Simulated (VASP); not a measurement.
# ZnO (P6_3mc) in VASP: relaxation of the atoms with PBE

Aim: the relaxation of the atoms of ZnO with PBE.

Everything below comes from runs of VASP 6.6.1. Logs are shortened: lines on timing, memory, paths and dates and some standing lists are left out, and cuts for length are marked.

**What was measured.**

From “Electronic structure of alkaline earth and post-transition metal oxides”, 2009, arxiv:0908.1581, for a bulk crystal of ZnO: band gap 3.37 eV.

How close the calculation comes is told below.

### 1 Starting point

The structure is hexagonal, space group P6_3mc (No. 186). The conventional cell has a = 3.249 Å, b = 3.249 Å, c = 5.206 Å, α = 90.00°, β = 90.00°, γ = 120.00°. Zn (site symmetry 3m) is surrounded by 4 O at 1.97 to 1.98 Å. O (site symmetry 3m) has 4 Zn at 1.97 to 1.98 Å as nearest neighbours.

### 2 Relaxation of the atoms, PBE

The input, INCAR:

```
PREC = Accurate ; ENCUT = 520
EDIFF = 1E-7 ; ISMEAR = 0
SIGMA = 0.02 ; LREAL = False
LASPH = True ; NELM = 80
ALGO = Fast ; ISIF = 2
LWAVE = False ; LCHARG = False
GGA = PE ; IBRION = 2
NSW = 80 ; EDIFFG = -0.002
KPAR = 4
```

The input, KPOINTS:

```
Automatic mesh
0
Gamma
  12 12 6
```

The input, POSCAR:

```
ZnO
1.0
    3.2493080000      0.0000000000      0.0000000000
   -1.6246540000      2.8139832700      0.0000000000
    0.0000000000      0.0000000000      5.2057090000
Zn O
2 2
Direct
    0.3333333300      0.6666666700      0.5000000000
    0.6666666700      0.3333333300      0.0000000000
    0.6666666700      0.3333333300      0.3790100000
    0.3333333300      0.6666666700      0.8790100000
```

Potentials or basis: VASP PAW PBE potentials, release 64 (Zn, O).

The run is started by

```bash
$ cat potpaw_PBE.64/Zn/POTCAR potpaw_PBE.64/O/POTCAR > POTCAR
$ mpirun -np 4 vasp_std > vasp.out
```

OUTCAR:

```text
PREC = Accurate
   ENCUT = 520
   EDIFF = 1E-7
   ISMEAR = 0
   LREAL = False
   LASPH = True
   NELM = 80
   ISIF = 2
   GGA = PE
   IBRION = 2
   NSW = 80
   EDIFFG = -0.002

 ion  position               nearest neighbor table
   1  0.333  0.667  0.500-   4 1.97   3 1.98   3 1.98   3 1.98
   2  0.667  0.333  0.000-   3 1.97   4 1.98   4 1.98   4 1.98
   3  0.667  0.333  0.379-   2 1.97   1 1.98   1 1.98   1 1.98
   4  0.333  0.667  0.879-   1 1.97   2 1.98   2 1.98   2 1.98

  LATTYP: Found a hexagonal cell.
 ALAT       =     3.2493080000
 C/A-ratio  =     1.6020977390

  Lattice vectors:

 A1 = (   3.2493080000,   0.0000000000,   0.0000000000)
 A2 = (  -1.6246540000,   2.8139832700,   0.0000000000)
 A3 = (   0.0000000000,   0.0000000000,   5.2057090000)

Analysis of symmetry for initial positions (statically):
=====================================================================
 Subroutine PRICEL returns:
 Original cell was already a primitive cell.

 Routine SETGRP: Setting up the symmetry group for a
 hexagonal supercell.

 Subroutine GETGRP returns: Found 12 space group operations
 (whereof  6 operations were pure point group operations)
 out of a pool of 24 trial point group operations.

The static configuration has the point symmetry C_3v.
 The point group associated with its full space group is C_6v.

Analysis of symmetry for dynamics (positions and initial velocities):
=====================================================================
 Subroutine PRICEL returns:
 Original cell was already a primitive cell.

 Routine SETGRP: Setting up the symmetry group for a
 hexagonal supercell.

 Subroutine GETGRP returns: Found 12 space group operations
 (whereof  6 operations were pure point group operations)
 out of a pool of 24 trial point group operations.

The dynamic configuration has the point symmetry C_3v.
 The point group associated with its full space group is C_6v.

 Subroutine INISYM returns: Found 12 space group operations
 (whereof  6 operations are pure point group operations),
 and found     1 'primitive' translations

----------------------------------------------------------------------------------------

                                     Primitive cell

  volume of cell :      47.5984

  direct lattice vectors                    reciprocal lattice vectors
     3.249308000  0.000000000  0.000000000     0.307757836  0.177684070  0.000000000
    -1.624654000  2.813983270  0.000000000     0.000000000  0.355368140  0.000000000
     0.000000000  0.000000000  5.205709000     0.000000000  0.000000000  0.192096792

  length of vectors
     3.249308000  3.249307998  5.205709000     0.355368140  0.355368140  0.192096792

  position of ions in fractional coordinates (direct lattice)
     0.333333330  0.666666670  0.500000000
     0.666666670  0.333333330  0.000000000
     0.666666670  0.333333330  0.379010000
     0.333333330  0.666666670  0.879010000

  ion indices of the primitive-cell ions
   primitive index   ion index
                 1           1
                 2           2
                 3           3
                 4           4

----------------------------------------------------------------------------------------

 KPOINTS: Automatic mesh

Automatic generation of k-mesh.
 Grid dimensions read from file:
 generate k-points for:   12   12    6

 Generating k-lattice:

  Cartesian coordinates                     Fractional coordinates (reciprocal lattice)
     0.025646486  0.014807006  0.000000000     0.083333333  0.000000000  0.000000000
     0.000000000  0.029614012  0.000000000     0.000000000  0.083333333  0.000000000
     0.000000000  0.000000000  0.032016132     0.000000000  0.000000000  0.166666667

  Length of vectors
     0.029614012  0.029614012  0.032016132

  Shift w.r.t. Gamma in fractional coordinates (k-lattice)
     0.000000000  0.000000000  0.000000000

 Subroutine IBZKPT returns following result:
 ===========================================

 Found     76 irreducible k-points:

 Following reciprocal coordinates:
            Coordinates               Weight
  0.000000  0.000000  0.000000      1.000000
  0.083333  0.000000  0.000000      6.000000
  0.166667  0.000000  0.000000      6.000000
  0.250000  0.000000  0.000000      6.000000
  0.333333  0.000000  0.000000      6.000000
  0.416667  0.000000  0.000000      6.000000
[... 16 lines left out ...]
  0.250000  0.000000  0.166667     12.000000
  0.333333  0.000000  0.166667     12.000000
 [... further k-points ...]
   k-points           NKPTS =     76   k-points in BZ     NKDIM =     76   number of bands    NBANDS=     22
   number of dos      NEDOS =    301   number of ions     NIONS =      4
   total plane-waves  NPLWV =  23040
   dimension x,y,z NGX =    24 NGY =   24 NGZ =   40
   dimension x,y,z NGXF=    48 NGYF=   48 NGZF=   80
   ions per type =               2   2
   NGX,Y,Z   is equivalent  to a cutoff of  12.28, 12.28, 12.77 a.u.
   NGXF,Y,Z  is equivalent  to a cutoff of  24.56, 24.56, 25.55 a.u.
 SYSTEM =  unknown system
   PREC   = accura    normal or accurate (medium, high low for compatibility)
   ISTART =      0    job   : 0-new  1-cont  2-samecut
   ICHARG =      2    charge: 1-file 2-atom 10-const
   ISPIN  =      1    spin polarized calculation?
   LNONCOLLINEAR =      F non collinear calculations
   LSORBIT =      F    spin-orbit coupling
   LASPH  =      T    aspherical Exc in radial PAW
   ENCUT  =  520.0 eV  38.22 Ry    6.18 a.u.   6.04  6.04  9.68*2*pi/ulx,y,z
   NELM   =     80;   NELMIN=  2; NELMDL= -5     # of ELM steps
   EDIFF  = 0.1E-06   stopping-criterion for ELM
   LREAL  =      F    real-space projection
   EDIFFG = -.2E-02   stopping-criterion for IOM
   NSW    =     80    number of steps for IOM
   IBRION =      2    ionic relax: 0-MD 1-quasi-New 2-CG
   NFREE  =      1    steps in history (QN), initial steepest desc. (CG)
   ISIF   =      2    stress and relaxation
   ISYM   =      2    0-nonsym 1-usesym 2-fastsym
   POTIM  = 0.5000    time-step for ionic-motion
   TEBEG  =    0.0;   TEEND  =   0.0 temperature during run
   PSTRESS=    0.0 pullay stress
   NELECT =      36.0000    total number of electrons
   NUPDOWN=      -1.0000    fix difference up-down
   EMIN   =  10.00;   EMAX   =-10.00  energy-range for DOS
   EFERMI =   0.00;   METHOD = LEGACY
   ISMEAR =     0;   SIGMA  =   0.02  broadening in eV -4-tet -1-fermi 0-gaus
   EFERMI_NEDOS =   21; number of points for ismear=-14 and -15
   IALGO  =     68    algorithm
   IMIX   =      4    mixing-type and parameters
     AMIX     =   0.40;   BMIX     =  1.00
     AMIX_MAG =   1.60;   BMIX_MAG =  1.00
  volume/ion in A,a.u.               =      11.90        80.30
  Fermi-wavevector in a.u.,A,eV,Ry     =   1.491574  2.818667 30.270160  2.224794
  Thomas-Fermi vector in A             =   2.604212
   LORBIT       =      0    0 simple, 1 ext, 2 COOP (PROOUT), +10 PAW based schemes
   GGA     = PE    functional components
   LHFCALC =     F    Hartree Fock is set to
   AEXX    =    0.0000 exact exchange contribution
   IVDW    =     0    specifies the selected vdW correction
   LEPSILON=     F    determine dielectric tensor
   LRPA    =     F    only Hartree local field effects (RPA)
 conjugate gradient relaxation of ions
 non-spin polarized calculation
 RMM-DIIS sequential band-by-band and
 Gauss-broadening in eV      SIGMA  =   0.02
  energy-cutoff  :      520.00
  volume of cell :       47.60
 maximum number of plane-waves:      1302
   NGX = 13   NGY = 13   NGZ = 19

--------------------------------------- Ionic step        1  -------------------------------------------

 number of electron      36.0000017 magnetization

 Free energy of the ion-electron system (eV)
  ---------------------------------------------------
  ext. energy  EPLUGINS =         0.00000000
  ---------------------------------------------------
  free energy    TOTEN  =       -17.82239378 eV

  energy without entropy =      -17.82239378  energy(sigma->0) =      -17.82239378

------------------------ aborting loop because EDIFF is reached ----------------------------------------

  FORCE on cell =-STRESS in cart. coord.  units (eV):
  Direction    XX          YY          ZZ          XY          YZ          ZX
  --------------------------------------------------------------------------------------
  -------------------------------------------------------------------------------------
  Total        1.5829048      1.5829048      2.1069318      0.0000000      0.0000000      0.0000000
  in kB       53.2810899     53.2810898     70.9200103      0.0000000      0.0000000      0.0000000
  external PRESSURE =      59.1607300 kB  Pullay stress =       0.0000000 kB
[... 61 lines left out ...]
  energy  without entropy=      -17.8230900368  energy(sigma->0) =      -17.82309004

--------------------------------------- Ionic step        3  -------------------------------------------

 number of electron      36.0000021 magnetization

 Free energy of the ion-electron system (eV)
  ---------------------------------------------------
  ext. energy  EPLUGINS =         0.00000000
  ---------------------------------------------------
  free energy    TOTEN  =       -17.82317418 eV

  energy without entropy =      -17.82317418  energy(sigma->0) =      -17.82317418

 E-fermi :   1.3189     XC(G=0): -10.9115

 val. band max:        1.2038457005   @ k =   0.0000   0.0000   0.0000
 cond. band min:       1.9928504042   @ k =   0.0000   0.0000   0.0000
 fundamental gap:      0.7890047037
 Fermi energy:         1.3188901356

 k-point     1 :       0.0000    0.0000    0.0000
  band No.  band energies     occupation
      1     -16.8874      2.00000
      2     -16.1581      2.00000
      3      -4.4967      2.00000
      4      -4.4967      2.00000
      5      -4.4254      2.00000
      6      -4.4124      2.00000
[... 574 lines left out ...]
      6      -4.1036      2.00000
[... 14 lines left out ...]
     21       9.5082      0.00000
     22      10.0571      0.00000

 [... further k-points ...]
[... 5 lines left out ...]
  --------------------------------------------------------------------------------------
  -------------------------------------------------------------------------------------
  Total        1.7071157      1.7071157      1.9111429      0.0000000      0.0000000      0.0000000
  in kB       57.4620680     57.4620679     64.3296923      0.0000000      0.0000000      0.0000000
  external PRESSURE =      59.7512760 kB  Pullay stress =       0.0000000 kB
[... 19 lines left out ...]
  FREE ENERGIE OF THE ION-ELECTRON SYSTEM (eV)
  ---------------------------------------------------
  free  energy   TOTEN  =       -17.8231741801 eV

  energy  without entropy=      -17.8231741801  energy(sigma->0) =      -17.82317418

 reached required accuracy - stopping structural energy minimisation
```

It took 31 s on 4 MPI ranks of AMD EPYC 9R14 (Zen 4), shared host; peak memory 0.18 GiB.

What came out:

* Free energy: -17.8232 eV
* Energy gained by relaxing: 0.2 meV/atom
* Ionic steps: 3
* Pressure after relaxing: 6.0 GPa
* Band gap on the k mesh: 0.79 eV, direct

The path:
```tsv
step	energy change (eV)	largest force (eV/Å)	pressure (GPa)
1	0.0000	0.0740	5.92
2	-0.0007	0.0240	5.95
3	-0.0008	0.0002	5.98
```

Final structure:
```
Zn O
1.0
     3.24931    0.00000    0.00000
    -1.62465    2.81398    0.00000
     0.00000    0.00000    5.20571
Zn O
2 2
Direct
  0.33333 0.66667 0.49897
  0.66667 0.33333 0.99897
  0.66667 0.33333 0.38004
  0.33333 0.66667 0.88004
```

### 3 Comparison with measurements

Step 2. A measured gap of ZnO is 3.37 eV (quoted in “Electronic structure of alkaline earth and post-transition metal oxides”, 2009, arxiv:0908.1581); the calculated 0.79 eV misses it by -2.58 eV. So large a miss can be the level of theory's own, or it may mean another phase, state or a wrong row. The value is that of PBE, without temperature or zero-point motion. Semilocal functionals fall short of measured gaps as a rule.
